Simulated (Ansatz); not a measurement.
`N#CCC#N`, charge 0, multiplicity 1.

(1) Give a relaxed structure at PBE0-D4/def2-TZVP (the Gaussian-basis code of Ansatz). (An estimate is asked.)

Results:

(1) The calculation gave: 
Cartesian coordinates in Å:
```
N -0.172 -0.151 -2.379
C -0.029 -0.234 -1.243
C 0.166 -0.371 0.195
C -0.233 0.820 0.935
N -0.540 1.745 1.541
H 1.221 -0.581 0.396
H -0.412 -1.228 0.555
```
Point group C2v.
